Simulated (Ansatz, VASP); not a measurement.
**Cross-check of CdS (Greenockite) between VASP and Ansatz**

Aim: how closely do two programs agree when they are given the same cell, functional and k mesh? The cell is taken from a series of VASP runs on this material, whose earlier steps may have relaxed, scaled or displaced it; both programs get it as it stands.

Calculated with Ansatz 0.2.0; plane waves, with VASP 6.6.1 beside it; relaxation of cell and atoms at r2SCAN and relaxation of cell and atoms at PBEsol with D4.

## Step 1: The structure

The structure is hexagonal, space group P6_3mc (No. 186). The conventional cell has a = 4.191 Å, b = 4.191 Å, c = 6.804 Å, α = 90.00°, β = 90.00°, γ = 120.00°. Nearest to Cd lie 4 S at 2.55 to 2.56 Å. S has 4 Cd at 2.55 to 2.56 Å nearest. Farther neighbours and most contacts between anions are not listed.

## Step 2: VASP: relaxation of cell and atoms, r2SCAN

The relaxed volume is the usual yardstick between codes: its relative difference is about their pressure difference at one cell divided by the bulk modulus.

Lines of VASP's logs that name or quote its potential files are left out, and so is its time.

File INCAR:

```
SYSTEM = CdS
PREC = Accurate
ENCUT = 450
EDIFF = 1E-06
NELM = 100
ISMEAR = 0
SIGMA = 0.03
LREAL = .FALSE.
ALGO = Normal
METAGGA = R2SCAN
LASPH = .TRUE.
NBANDS = 24
LORBIT = 11
LWAVE = .FALSE.
LCHARG = .FALSE.
KPAR = 4
IBRION = 2
NSW = 50
ISIF = 3
EDIFFG = -0.006
```

File POSCAR:

```
CdS
1.0
    4.1910917813      0.0000000000      0.0000000000
   -2.0955458907      3.6295919522      0.0000000000
    0.0000000000      0.0000000000      6.8037073086
Cd S
2 2
Direct
    0.6666666667      0.3333333333      0.5000000000
    0.3333333333      0.6666666667      0.0000000000
    0.6666666667      0.3333333333      0.8750000000
    0.3333333333      0.6666666667      0.3750000000
```

File KPOINTS:

```
Automatic mesh
0
Gamma
6 6 4
0 0 0
```

Potentials, in the order of the species: Cd and S (PBE family, release 64).

The run is started by

```bash
mpirun -np 4 vasp_std
```

Numbers of over 12 decimals in the logs are rounded to 6 here.

The program printed:

```text
[banner, memory and clock lines left out]
running    4 mpi-ranks, on    1 nodes
 distrk:  each k-point on    1 cores,    4 groups
 distr:  one band on    1 cores,    1 groups

 POSCAR found type information on POSCAR CdS
 POSCAR found :  2 types and       4 ions
|                                                                             |
|               ----> ADVICE to this user running VASP <----                  |
|                                                                             |
|     You enforced a specific xc type in the INCAR file but a different       |
|     [... a line on the potential file left out ...]
|     I HOPE YOU KNOW WHAT YOU ARE DOING!                                     |
|                                                                             |

 LDA part: xc-table for (None), standard interpolation
 POSCAR, INCAR and KPOINTS ok, starting setup
 FFT: planning ... GRIDC
 FFT: planning ... GRID_SOFT
 FFT: planning ... GRID
 WAVECAR not read
 entering main loop
       N       E                     dE             d eps       ncg     rms          rms(c)
DAV:   1     0.175321476853E+03    0.17532E+03   -0.16719E+04  1008   0.125E+03
DAV:   2    -0.580636691689E+02   -0.23339E+03   -0.22645E+03  1144   0.324E+02
DAV:   3    -0.696616718265E+02   -0.11598E+02   -0.11562E+02  1256   0.748E+01
DAV:   4    -0.697630586987E+02   -0.10139E+00   -0.10137E+00  1168   0.690E+00
DAV:   5    -0.697648397271E+02   -0.17810E-02   -0.17810E-02  1264   0.867E-01    0.101E+01
DAV:   6    -0.593812003085E+02    0.10384E+02   -0.75669E+00  1008   0.345E+01    0.121E+01
DAV:   7    -0.593427270515E+02    0.38473E-01   -0.66856E-01  1168   0.684E+00    0.915E+00
DAV:   8    -0.593719995349E+02   -0.29272E-01   -0.22340E-01  1072   0.517E+00    0.206E+00
DAV:   9    -0.593760316595E+02   -0.40321E-02   -0.47651E-02  1232   0.149E+00    0.392E-01
DAV:  10    -0.593757907833E+02    0.24088E-03   -0.34268E-03  1136   0.470E-01    0.208E-01
DAV:  11    -0.593759816631E+02   -0.19088E-03   -0.20260E-03  1080   0.445E-01    0.120E-01
DAV:  12    -0.593760364240E+02   -0.54761E-04   -0.12743E-04  1240   0.137E-01    0.584E-02
DAV:  13    -0.593760449681E+02   -0.85441E-05   -0.94301E-05  1176   0.609E-02    0.180E-02
DAV:  14    -0.593760437708E+02    0.11973E-05   -0.54438E-06  1192   0.212E-02    0.303E-03
DAV:  15    -0.593760438499E+02   -0.79069E-07   -0.17832E-07   688   0.379E-03
   1 F= -.59376044E+02 E0= -.59376044E+02  d E =-.593760E+02
[... from here on, the cycles between the ionic steps are left out ...]
   2 F= -.59380679E+02 E0= -.59380679E+02  d E =-.463496E-02
   3 F= -.59381406E+02 E0= -.59381406E+02  d E =-.536229E-02
   4 F= -.59381405E+02 E0= -.59381405E+02  d E =-.536090E-02
   5 F= -.59381482E+02 E0= -.59381482E+02  d E =-.775473E-04
   6 F= -.59381484E+02 E0= -.59381484E+02  d E =-.795879E-04
   7 F= -.59381505E+02 E0= -.59381505E+02  d E =-.207171E-04
   8 F= -.59381509E+02 E0= -.59381509E+02  d E =-.248721E-04
   9 F= -.59381510E+02 E0= -.59381510E+02  d E =-.257968E-04
  10 F= -.59381519E+02 E0= -.59381519E+02  d E =-.901509E-05
  11 F= -.59381537E+02 E0= -.59381537E+02  d E =-.266635E-04
  12 F= -.59381531E+02 E0= -.59381531E+02  d E =-.213499E-04
  13 F= -.59381541E+02 E0= -.59381541E+02  d E =-.307349E-04
 curvature:  -1.95 expect dE=-0.104E-03 dE for cont linesearch -0.554E-06
 trial: gam= 0.45438 g(F)=  0.142E-04 g(S)=  0.391E-04 ort =-0.655E-05 (trialstep = 0.451E+00)
 search vector abs. value=  0.786E-04
 bond charge predicted
       N       E                     dE             d eps       ncg     rms          rms(c)
DAV:   1    -0.593816057677E+02   -0.64838E-04   -0.43211E-03  1024   0.508E-01    0.614E-02
DAV:   2    -0.593815609086E+02    0.44859E-04   -0.20889E-04  1144   0.154E-01    0.225E-02
DAV:   3    -0.593815573347E+02    0.35739E-05   -0.13162E-05  1088   0.335E-02    0.193E-02
DAV:   4    -0.593815579754E+02   -0.64073E-06   -0.15660E-06   576   0.839E-03
  14 F= -.59381558E+02 E0= -.59381558E+02  d E =-.171095E-04
 trial-energy change:   -0.000017  1 .order   -0.000018   -0.000023   -0.000014
 step:   1.1786(harm=  1.1786)  dis= 0.00094  next Energy=   -59.381571 (dE=-0.297E-04)
 reached required accuracy - stopping structural energy minimisation
```

From OUTCAR (step 2):

```text
ion  position               nearest neighbor table
   1  0.667  0.333  0.500-   3 2.55   4 2.56   4 2.56   4 2.56
   2  0.333  0.667  0.000-   4 2.55   3 2.56   3 2.56   3 2.56
   3  0.667  0.333  0.875-   1 2.55   2 2.56   2 2.56   2 2.56
   4  0.333  0.667  0.375-   2 2.55   1 2.56   1 2.56   1 2.56

  LATTYP: Found a hexagonal cell.
 ALAT       =     4.1910917813
 C/A-ratio  =     1.6233734940

 Subroutine GETGRP returns: Found 12 space group operations
 (whereof  6 operations were pure point group operations)

The static configuration has the point symmetry C_3v.
 The point group associated with its full space group is C_6v.

 Found     21 irreducible k-points:

   k-points           NKPTS =     21   k-points in BZ     NKDIM =     21   number of bands    NBANDS=     24

   dimension x,y,z NGX =    30 NGY =   30 NGZ =   48
   dimension x,y,z NGXF=    60 NGYF=   60 NGZF=   96

   ENCUT  =  450.0 eV  33.07 Ry    5.75 a.u.   7.25  7.25 11.77*2*pi/ulx,y,z

   NELECT =      36.0000    total number of electrons

 k-points in reciprocal lattice and weights: Automatic mesh
   0.00000000  0.00000000  0.00000000       0.007
   0.16666667  0.00000000  0.00000000       0.042
   0.33333333  0.00000000  0.00000000       0.042
   0.50000000  0.00000000  0.00000000       0.021
   0.16666667  0.16666667  0.00000000       0.042
   0.33333333  0.16666667  0.00000000       0.083
   0.33333333  0.33333333  0.00000000       0.014
   0.00000000  0.00000000  0.25000000       0.014
   0.16666667  0.00000000  0.25000000       0.083
[...]
0.33333333  0.16666667  0.50000000       0.083
   0.33333333  0.33333333  0.50000000       0.014

 average (electrostatic) potential at core
       1 -44.9855       2 -44.9855       3 -92.3357       4 -92.3357

 E-fermi :   1.0102

 k-point     1 :       0.0000    0.0000    0.0000
  band No.  band energies     occupation
    ...
     14       0.0785      2.00000
     15       0.0785      2.00000
     16       0.7800      2.00000
     17       0.8185      2.00000
     18       0.8185      2.00000
     19       2.4357      0.00000
     20       4.0359      0.00000
     21       7.8075      0.00000
     22       7.8075      0.00000
     23       8.1451      0.00000
    ...

 k-point     2 :       0.1667    0.0000    0.0000
  band No.  band energies     occupation
    ...
     14      -0.8632      2.00000
     15      -0.3215      2.00000
     16      -0.2328      2.00000
     17       0.5847      2.00000
     18       0.6346      2.00000
     19       3.5346      0.00000
     20       4.8879      0.00000
     21       7.0179      0.00000
     22       8.1074      0.00000
     23       8.1869      0.00000
    ...

 k-point     3 :       0.3333    0.0000    0.0000
  band No.  band energies     occupation
    ...
     14      -2.0868      2.00000
     15      -1.6614      2.00000
     16      -0.7749      2.00000
     17       0.0254      2.00000
     18       0.2639      2.00000
     19       4.6622      0.00000
     20       5.2121      0.00000
     21       6.5452      0.00000
     22       7.4479      0.00000
     23       8.4068      0.00000
    ...

  Total       -0.0235833     -0.0235833      0.0001047      0.0000000      0.0000000     -0.0000000
  in kB       -0.3706137     -0.3706137      0.0016457      0.0000000      0.0000000     -0.0000000
  external PRESSURE =      -0.2465273 kB  Pullay stress =       0.0000000 kB

  energy-cutoff  :      450.00
  volume of cell :      101.95
      direct lattice vectors                 reciprocal lattice vectors
     4.168779377  0.000000000 -0.000000000     0.239878370  0.138493841 -0.000000000
    -2.084389688  3.610268843  0.000000000    -0.000000000  0.276987682 -0.000000000
     0.000000000  0.000000000  6.773985711     0.000000000  0.000000000  0.147623577

 POSITION                                       TOTAL-FORCE (eV/Angst)
 -----------------------------------------------------------------------------------
      2.08439      1.20342      3.38126        -0.000000      0.000000     -0.005456
     -0.00000      2.40685      6.76825        -0.000000     -0.000000     -0.005456
      2.08439      1.20342      5.93297         0.000000      0.000000      0.005456
     -0.00000      2.40685      2.54598         0.000000      0.000000      0.005456
 -----------------------------------------------------------------------------------
    total drift:                               -0.000000     -0.000000      0.007165

  FREE ENERGIE OF THE ION-ELECTRON SYSTEM (eV)
  ---------------------------------------------------
  free  energy   TOTEN  =       -59.3815579754 eV

  energy  without entropy=      -59.3815579754  energy(sigma->0) =      -59.38155798

 reached required accuracy - stopping structural energy minimisation

 total charge
# of ion       s       p       d       tot
------------------------------------------
    1        0.399   0.304   9.582  10.286
    2        0.399   0.304   9.582  10.286
    3        1.311   2.423   0.000   3.734
    4        1.311   2.423   0.000   3.734
--------------------------------------------------
tot          3.420   5.455  19.164  28.039

[... 3 further parts left out ...]
```

The run keeps the 12 symmetry operations of its start, so it cannot find a distortion of lower symmetry.

## Step 3: Ansatz: relaxation of cell and atoms, r2SCAN

Ansatz runs on its default PAW (the set named soft_2) files.

The same cell, functional, mesh and smearing now go to Ansatz, which takes its cutoff from its data sets.

File input.yaml:

```yaml
crystal:
  lattice:
    - [4.1910917813, 0.0, 0.0]
    - [-2.0955458907, 3.6295919522, 0.0]
    - [0.0, 0.0, 6.8037073086]
  atoms:
    - { symbol: Cd, position: [0.6666666667, 0.3333333333, 0.5] }
    - { symbol: Cd, position: [0.3333333333, 0.6666666667, 0.0] }
    - { symbol: S, position: [0.6666666667, 0.3333333333, 0.875] }
    - { symbol: S, position: [0.3333333333, 0.6666666667, 0.375] }
hamiltonian:
  xc: r2scan
  pseudopotentials: { kind: paw }
kpoints:
  mp_grid: { grid: [6, 6, 4] }
scf:
  occupations: { method: gaussian, width: 0.03 }
relax:
  f_tol: 0.01
  max_steps: 60
  cell: { stress_tol: 0.05 }
output:
  forces: true
  stress: true
  write_density: true
  write_potential: true
  elf: true
  volumetric_format: npy
```

The run is started by

```bash
ansatz run input.yaml --threads 4 --pin off --max-ram 9216MiB --backend cpu --events-out ev --progress --plain --runs-dir out
```

The program printed:

```text
Engine: ansatz 0.2.0, aarch64-unknown-linux-gnu
Pseudopotentials: kind: paw
Pseudopotential: Cd, paw, valence charge 20, recommended cutoff 500 eV (meta_gga), Cd.paw.azcp
Pseudopotential: S, paw, valence charge 6, recommended cutoff 500 eV (meta_gga), S.paw.azcp
Functional definition: r2SCAN
  parameter k0 = 0.174
  parameter k1 = 0.065
  parameter a1 = 4.9479
  exchange = r2scan_x(k0 = k0, k1 = k1, a1 = a1)
  correlation = r2scan_c
Crystal: 4 atoms, lattice volume = 103.498 Å³
Basis set: ecut = 500 eV, 2635 PW (Γ), exchange–correlation on 128×128×200 points (64 copies of the dense FFT grid, shifted against one another)
Bands: 32, of which v1, the nominal top of the filled ones, is band 26 counted from 1 (25 counted from 0)
Symmetry: 12 space group operations
Space group: P63mc (ITA 186), of the structure as read, at distance tolerance 4.7e-5 Å
k-points: 21 of 144 (time reversal used)
Non-local potential: Cd, projectors of the file, l = 0: 3, l = 1: 2, l = 2: 2, l = 3: 1
Non-local potential: S, projectors of the file, l = 0: 2, l = 1: 2, l = 2: 2
PAW form: soft (Blöchl's): semilocal exchange-correlation on the pseudo side does not see the compensation charge
PAW frozen core: Cd, regenerated for the run's functional (the file was generated under x = pbe(κ = 0.804, μ = 0.219515), c = pbe(β = 0.066725))
PAW frozen core: S, regenerated for the run's functional (the file was generated under x = pbe(κ = 0.804, μ = 0.219515), c = pbe(β = 0.066725))
PAW one-centre angular grid: Cd, 590 points (default); XC on 160 Gauss nodes
PAW one-centre angular grid: S, 302 points (default); XC on 160 Gauss nodes
Initial density: superposition of atomic densities (neutral atoms: chi_scale 0, normalization atom), corrected by the library's trained network
Initial wavefunctions: pseudopotential atomic-orbital guess
Functional: x = r2scan, c = r2scan; τ floored in thin density (d = 2e-4 eV/Å³)
SCF iter   1: F=—  HF=-18351.200860 eV  |F-HF|=—  |Δ(HF+E_count)|=         —  Δρ=5.92e-3  dr2=1.90e-2  dr2_τ=3.15e-2  ethr=1.77e-3  ⟨swp⟩=6.3  Hψ=2803  notcnv=0
preconditioner: auto → Resta (q_TF=auto, 2.433 Å⁻¹)  ε∞=4.2  [insulator: Δε(μ)=1.558 eV  Ē_g=12.198 eV  σ=0.030 eV  W_gap=1.00  n_scr=22 (ndim 8)  ℏωp=21.9 eV  f_vac=0.140  D(μ)=0.00/eV (n_scr^D=0)  ε∞_Penn≈4.2]
SCF iter   2: F=—  HF=-18351.220522 eV  |F-HF|=—  |Δ(HF+E_count)|=   1.97e-2  Δρ=3.36e-3  dr2=5.08e-3  dr2_τ=9.46e-4  ethr=3.66e-5  ⟨swp⟩=3.0  Hψ=1455  notcnv=0  defer=36
SCF iter   3: F=—  HF=-18351.222636 eV  |F-HF|=—  |Δ(HF+E_count)|=   2.11e-3  Δρ=6.97e-4  dr2=3.76e-4  dr2_τ=2.02e-5  ethr=9.77e-6  ⟨swp⟩=1.5  Hψ=658  notcnv=0  defer=36
SCF iter   4: F=—  HF=-18351.222801 eV  |F-HF|=—  |Δ(HF+E_count)|=   1.65e-4  Δρ=1.42e-4  dr2=2.27e-5  dr2_τ=1.18e-6  ethr=7.24e-7  ⟨swp⟩=3.0  Hψ=1163  notcnv=0  defer=36
SCF iter   5: F=—  HF=-18351.222821 eV  |F-HF|=—  |Δ(HF+E_count)|=   1.99e-5  Δρ=4.68e-5  dr2=2.40e-6  dr2_τ=8.27e-8  ethr=4.36e-8  ⟨swp⟩=2.0  Hψ=972  notcnv=0  defer=36
SCF iter   6: F=—  HF=-18351.222823 eV  |F-HF|=—  |Δ(HF+E_count)|=   1.51e-6  Δρ=8.51e-6  dr2=1.12e-7  dr2_τ=5.06e-9  ethr=4.62e-9  ⟨swp⟩=2.6  Hψ=1080  notcnv=0  defer=36
SCF iter   7: F=-18351.222823 eV  HF=-18351.222823 eV  |F-HF|=2.36e-9  |Δ(HF+E_count)|=   6.79e-8  Δρ=1.94e-6  dr2=4.28e-9  dr2_τ=6.65e-10  ethr=1.92e-10  ⟨swp⟩=7.9  Hψ=3782  notcnv=0
SCF 1 converged in 7 iterations: F = -18351.222823 eV  dr2 = 4.28e-9
  greatest PAW one-centre occupation: 1.002 electrons in one spin orbital (limit 2), on the Cd atom at site 0 (counted from 0), in its partial waves of l = 1
relax step   1: F+E_penalty+E_count = -18351.22282271 eV  Δ(F+E_penalty+E_count) = +0.000e0 eV  max|allowed force component| = 6.498e-2 eV/Å  Δτ_max = 0.0000 Å  P = -1.068 GPa  Ω = 103.498 Å³  (7 SCF iters, dr2 threshold 1.00e-7 eV, accepted)
[...]
relax step   2: F+E_penalty+E_count = -18351.23060232 eV  Δ(F+E_penalty+E_count) = -7.780e-3 eV  max|allowed force component| = 2.033e-2 eV/Å  Δτ_max = 0.0039 Å  P = +0.160 GPa  Ω = 101.342 Å³  energy of the carried Pulay correction = +6.433e-4 eV  (7 SCF iters, dr2 threshold 4.00e-7 eV, accepted)
[...]
relax step   3: F+E_penalty+E_count = -18351.23072848 eV  Δ(F+E_penalty+E_count) = -1.262e-4 eV  max|allowed force component| = 9.882e-3 eV/Å  Δτ_max = 0.0012 Å  P = +0.009 GPa  Ω = 101.593 Å³  energy of the carried Pulay correction = +5.677e-4 eV  (5 SCF iters, dr2 threshold 1.41e-7 eV, accepted)
[...]
relax step   4: F+E_penalty+E_count = -18351.23019903 eV  Δ(F+E_penalty+E_count) = +5.294e-4 eV  max|allowed force component| = 9.911e-3 eV/Å  Δτ_max = 0.0000 Å  P = +0.005 GPa  Ω = 101.593 Å³  stress off target by 3.36e-2 GPa  SCF on the basis re-selected at this cell (its energy is not comparable with the rows above)  (5 SCF iters)
basis re-selected at this cell: Δ(F+E_penalty+E_count) = +5.294e-4 eV, ΔP = -0.005 GPa vs the last step (what re-selecting the basis moved, of the pressure what is left beyond the Pulay correction that the steps carried, after the strain that the cell walked since its last selection, with what the two solves' SCF thresholds leave and, on support functions, any second-order correction that the steps lacked; it is no m [...]
SCF converged after 5 iterations
Free energy (F): -18351.230199 eV
Harris-Foulkes:  -18351.230199 eV  (|F-HF|=3.64e-12)
Internal energy: -18351.230199 eV  (E = F + TS)
E sigma→0 (E₀):  -18351.230199 eV
Fermi energy:    7.126972 eV
--- Per-component energies (eV) ---
  E_band       = -1081.939873
  E_kinetic    = 1223.496677
  E_local      = -8109.133465  (includes V_loc(G=0)·N_el)
  E_nonlocal   = 126.344651
  E_hartree    = 3723.826528
  E_xc         = -519.777815
  E_vxc        = -680.209602  (∫ρ·V_xc dr)
  E_paw        = -9431.900861  (= ΣΔE_a)
  E_vpaw       = -1133.530695  (= ΣTr[D̂ρ^β])
  E_aug_tail   = 0.000013  (compensation charges beyond the density's cutoff)
  E_vtau       = 43.439036  (kinetic-family band-sum trace: ∫τ·v_τ [+ j·A + Jᵃ·Aᵃ] dr)
  E_ewald      = -5362.736853
  E_core_change = -1.349075  (= ΣΔE_core)
  E_smearing   = -0.000000  (= −TS)
  E_closure    = 0.000000  (closes the sum)
  Σ components = -18351.230199   (vs F -18351.230199, Δ=0.00e0)
--- Forces (eV/Å), atoms counted from 1 ---
  atom   1  Cd     0.00000000    -0.00000000    -0.00990842
  atom   2  Cd    -0.00000000     0.00000000    -0.00990842
  atom   3  S      0.00000000    -0.00000000     0.00991279
  atom   4  S     -0.00000000     0.00000000     0.00991279
  max |Σ_I F_I| component: 8.74e-6 eV/Å
--- Stress (GPa, compression-positive) ---
       -0.009597      -0.000000       0.000000
       -0.000000      -0.009597      -0.000000
        0.000000      -0.000000       0.033566
  P = ⅓ Tr σ = 0.0048 GPa (0.048 kbar)
--- Band table (eV; the first three rows and the last of 21) ---
  k-point 0: bands = [... 22 lower, 5.5705, 6.2702, 6.3113, 6.3113, 7.9423, 9.5447, 13.2991, 13.2991, ... 2 higher]
  k-point 1: bands = [... 22 lower, 5.6734, 5.6734, 6.1968, 6.1968, 8.7790, 9.6194, 13.1033, 13.3595, ... 2 higher]
  k-point 2: bands = [... 22 lower, 5.9294, 5.9294, 5.9294, 5.9294, 9.5814, 9.5814, 12.9134, 12.9134, ... 2 higher]
  k-point 20: bands = [... 22 lower, 3.9196, 3.9196, 5.2161, 5.2161, 11.1620, 11.1620, 12.7190, 12.7190, ... 2 higher]
--- Relaxed structure (3 steps of the walk, 3 accepted, 1 SCFs on fresh bases) ---
  F+E_penalty+E_count = -18351.23019903 eV   max|allowed force component| = 9.911e-3 eV/Å   (the final SCF, on the basis selected at the relaxed cell)
  cell:  # Å, volume = 101.5932 Å³
    - [4.163340, 2.8676427010316035e-11, 1.8683823822818856e-18]
    - [-2.081670, 3.605558, -7.416267495366326e-19]
    - [3.0330824360123575e-18, 3.609640191101347e-19, 6.767839]
  atoms:
    - { symbol: Cd, position: [0.666667, 0.333333, 0.499249] }
    - { symbol: Cd, position: [0.333333, 0.666667, -0.00075106] }
    - { symbol: S, position: [0.666667, 0.333333, 0.875751] }
    - { symbol: S, position: [0.333333, 0.666667, 0.375751] }
```

Wall time 16 s (4 threads of Arm Neoverse V1, shared host); peak memory 0.58 GiB; 58 s of CPU time.

## Step 4: Side by side

Known differences besides the potentials themselves: VASP keeps PBE cores, Ansatz makes them for the functional; both relaxations stop at a tolerance, which leaves soft axes loose, and VASP keeps its plane-wave basis; the data sets hold 52 valence electrons in Ansatz (default PAW (the set named soft_2) files) and 36 in VASP; the cutoff is 500 eV in Ansatz and 450 eV in VASP; Ansatz adds a Pulay correction to the stress that steers its cell, VASP none. Total energies have different zeros and are not compared.

Both answers:

| quantity | Ansatz | VASP | difference |
| --- | --- | --- | --- |
| volume (Å³) | 101.59 | 101.95 | -0.35 % |
| edge a after relaxation, in the typed setting (Å) | 4.163 | 4.169 | -0.13 % |
| edge c after relaxation, in the typed setting (Å) | 6.768 | 6.774 | -0.09 % |

The walks stopped with 0.00 GPa left in Ansatz and -0.02 GPa in VASP; each walk ends within a tolerance, so the volume difference is uncertain by about these residues over the bulk modulus, most in soft cells.

(Continued in part 2 of 2.)

[Lines on the potential files, build, host, timing and source positions are cut from VASP's logs without a mark.]

[Logs are printed without paths, hosts, clocks, repeated set-up lines and the standing remarks that a program may print on its own settings, such as how far it seeks lower states.]

[Hosts, paths, dates, database ids (printed as entryN), source tags and the programs' standing remarks are cut or masked in the printed files.]
